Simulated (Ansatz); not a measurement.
BP under changes of volume

One of the cells (11.682 Å³/atom); the others are scaled copies at fixed shape and fractional positions:

```
P B
1.0
     0.00000    2.26900    2.26900
     2.26900    0.00000    2.26900
     2.26900    2.26900    0.00000
P B
1 1
Direct
  0.75000 0.75000 0.75000
  0.00000 0.00000 0.00000
```

```yaml
Program: Ansatz 0.2.0
Functional: HSEsol
Potentials_or_basis: Ansatz PAW
Cutoff: "420 eV (not typed: the program's choice for these potentials)"
k_mesh: 5 × 5 × 5
Occupations: fermi-dirac, width 0.05 eV
Spin: no spin polarisation
```

```csv
volume (Å³/atom),energy over the lowest point (meV/atom),pressure (GPa),gap on the mesh (eV)
10.981,12.02,8.3,1.84
11.214,3.10,4.1,1.87
11.448,0.00,0.2,1.89
11.682,2.25,-3.3,1.92
11.915,9.36,-6.4,1.94
12.149,20.92,-9.3,1.96
12.383,?,?,?
```

Q: What does the run at 12.383 Å³/atom give?

A: Energy over the lowest point 36.45 meV/atom; pressure -12.0 GPa; gap on the mesh 1.99 eV.

Worked out: A Birch-Murnaghan fit of order 3 (a polynomial in V^(-2/3)) to the other rows has its minimum at 11.46 Å³/atom with B0 = V·E''(V) = 178 GPa and B' = 3.5. It gives 36.55 meV/atom at 12.383 Å³/atom, against the run's 36.45, and -dE/dV = -12.0 GPa, against -12.0. A straight line through the other rows of the gap, of slope 1.19 eV per unit of ln V, extrapolates to 1.99 eV, against the run's 1.99.

Energies are extrapolated to zero smearing.

Caveats: all runs use coarse meshes; odd divisions of the mesh miss points on the zone boundary, where band edges often lie, so the gap on the mesh can be too wide; the PAW data sets come from PBE, with cores solved anew for the run's functional, which leaves a small shift of forces and pressure; the thresholds are loose for stress.

A mesh can miss the band edges.
